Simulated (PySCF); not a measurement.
**Functional benchmark on one molecule**

Molecule: SMILES c1c[nH]cn1, C3H4N2.

Bonds (- single, = double, # triple, : aromatic): C1:C2 1.375 Å, C2:N3 1.371 Å, N3:C4 1.360 Å, C4:N5 1.309 Å, N5:C1 1.367 Å. C1 carries H6; C2 carries H7; N3 carries H8; C4 carries H9.

Geometry PBE0-D3(BJ)/def2-SVP throughout; GIAO in PySCF 2.14.0 with density-fitted response routines, gas phase, one conformer, non-relativistic; equivalent atoms averaged; basis pcSseg-2.

Reference values (measured; solution, D2O, 298 K; Fulmer et al., Organometallics 2010, 29, 2176): δ(H9) = 7.78 ppm, δ(C4) = 136.7 ppm. Computed shifts are taken against TMS, calculated as an isolated molecule at each level.

**Question.** How do the functionals HF, LDA, PBE, BLYP, BP86, OPBE, KT2, KT3, B97-D, B3LYP, PBE0, mPW1PW91, WP04, B97-2, BHandHLYP, CAM-B3LYP, wB97X-D, LC-wPBE perform against the reference? Times are CPU seconds on shared hosts with different chips, so compare them loosely.

**Answer.** 
```csv
functional,kind,H9,C4,abs. error H,abs. error C,core-s
HF,Hartree–Fock,7.70,146.4,0.08,9.7,7.1
LDA,LDA,7.42,140.7,0.36,4.0,18
PBE,GGA,7.42,136.0,0.36,0.7,23
BLYP,GGA,7.39,136.4,0.39,0.3,23
BP86,GGA,7.41,135.8,0.37,0.9,22
OPBE,GGA,7.47,131.5,0.31,5.2,23
KT2,GGA,7.41,128.9,0.37,7.8,23
KT3,GGA,7.42,127.8,0.36,8.9,22
B97-D,GGA,7.40,133.0,0.38,3.7,23
B3LYP,global hybrid,7.46,139.8,0.32,3.1,17
PBE0,global hybrid,7.51,139.8,0.27,3.1,14
mPW1PW91,global hybrid,7.50,140.1,0.28,3.4,14
WP04,global hybrid,7.34,140.6,0.44,3.9,24
B97-2,global hybrid,7.48,137.2,0.30,0.5,20
BHandHLYP,global hybrid,7.56,143.6,0.22,6.9,19
CAM-B3LYP,range-separated hybrid,7.50,143.9,0.28,7.2,26
wB97X-D,range-separated hybrid,7.51,142.2,0.27,5.5,20
LC-wPBE,range-separated hybrid,7.53,147.4,0.25,10.7,28
```

For 1H the closest is HF (0.08 ppm) and the furthest WP04 (0.44 ppm).

For 13C the closest is BLYP (0.3 ppm, with B97-2 practically level) and the furthest LC-wPBE (10.7 ppm). One molecule is a small sample, and vibrational and solvent effects are absent from the calculation.
